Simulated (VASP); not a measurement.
# C: relaxed cell and band gap, by functional

C, Fd-3m (no. 227), 2 atoms in the cell.

| Functional | Volume (Å³/atom) | Change from the starting volume (fraction) | Gap, path and mesh (eV) | Time (s) |
|---|---|---|---|---|
| sregTM v1 | 5.66 | -0.003 | 4.14 | 52 |
| MS-PBEl | 5.68 | 0.001 | 4.62 | 52 |
| MS-B86bl | 5.69 | 0.003 | 4.52 | 59 |
| rMS-PBEl | 5.68 | 0.001 | 4.62 | 52 |
| rMS-B86bl | 5.69 | 0.003 | 4.52 | 57 |

## Input of the first row

INCAR.step1:
```
PREC     = Accurate       # precision mode
ENCUT    = 600            # plane-wave cutoff, eV
EDIFF    = 1E-5           # SCF threshold, eV
ISMEAR   = 0              # smearing method
SIGMA    = 0.02           # smearing width, eV
LREAL    = False          # projectors in reciprocal space
LASPH    = True           # aspherical terms in the spheres
GGA_COMPAT= False        
ALGO     = Normal         # electronic algorithm
NELM     = 150            # most SCF steps
ISIF     = 2              # what is computed and relaxed
LWAVE    = True           # write WAVECAR
LCHARG   = False          # write CHGCAR
GGA      = PE             # functional
KPAR     = 2             
```

INCAR.step2, as INCAR.step1 but for:
```
- EDIFF = 1E-5
- ISIF = 2
- LWAVE = True
- GGA = PE
+ EDIFF = 1E-7
+ ISIF = 3
+ LWAVE = False
+ METAGGA = SREGTM1
+ LMIXTAU = True
+ IBRION = 2
+ EDIFFG = -0.005
+ NSW = 60
+ ISTART = 1
```

INCAR.step3, as INCAR.step2 but for:
```
- NSW = 60
- ISTART = 1
+ NSW = 40
```

INCAR.step4, as INCAR.step3 but for:
```
- ISIF = 3
- IBRION = 2
- EDIFFG = -0.005
- NSW = 40
+ ISIF = 2
+ NBANDS = 11
```

KPOINTS:
```
k-points
0
Gamma
  10 10 10
```

KPOINTS_OPT:
```
path GXWKGLUWLK,UX
8
line-mode
reciprocal
 0.0000000000  0.0000000000  0.0000000000  G
 0.5000000000  0.0000000000  0.5000000000  X

 0.5000000000  0.0000000000  0.5000000000  X
 0.5000000000  0.2500000000  0.7500000000  W

 0.5000000000  0.2500000000  0.7500000000  W
 0.3750000000  0.3750000000  0.7500000000  K

 0.3750000000  0.3750000000  0.7500000000  K
 0.0000000000  0.0000000000  0.0000000000  G

 0.0000000000  0.0000000000  0.0000000000  G
 0.5000000000  0.5000000000  0.5000000000  L

 0.5000000000  0.5000000000  0.5000000000  L
 0.6250000000  0.2500000000  0.6250000000  U

 0.6250000000  0.2500000000  0.6250000000  U
 0.5000000000  0.2500000000  0.7500000000  W

 0.5000000000  0.2500000000  0.7500000000  W
 0.5000000000  0.5000000000  0.5000000000  L

 0.5000000000  0.5000000000  0.5000000000  L
 0.3750000000  0.3750000000  0.7500000000  K

 0.6250000000  0.2500000000  0.6250000000  U
 0.5000000000  0.0000000000  0.5000000000  X
```

POSCAR.step1:
```
C
1.0
    0.0000000000      1.7833700000      1.7833700000
    1.7833700000      0.0000000000      1.7833700000
    1.7833700000      1.7833700000      0.0000000000
C
2
Direct
    0.7500000000      0.7500000000      0.7500000000
    0.5000000000      0.5000000000      0.5000000000
```

Commands (each step's output is kept before the next begins):
```
cat potpaw_PBE.64/C/POTCAR > POTCAR
cp INCAR.step1 INCAR
cp POSCAR.step1 POSCAR
mpirun -np 2 vasp_std > vasp.out
cp INCAR.step2 INCAR
mpirun -np 2 vasp_std > vasp.out
cp CONTCAR POSCAR
rm WAVECAR CHG
cp INCAR.step3 INCAR
mpirun -np 2 vasp_std > vasp.out
cp CONTCAR POSCAR
rm WAVECAR CHG
cp INCAR.step4 INCAR
mpirun -np 2 vasp_std > vasp.out
```

Changes of the last row against the first:
```
- METAGGA = SREGTM1
+ METAGGA = RMSB86BL
```

VASP 6.6.1 took 52 s on 2 cores (AMD EPYC 9R45 (Zen 5)), a shared host.
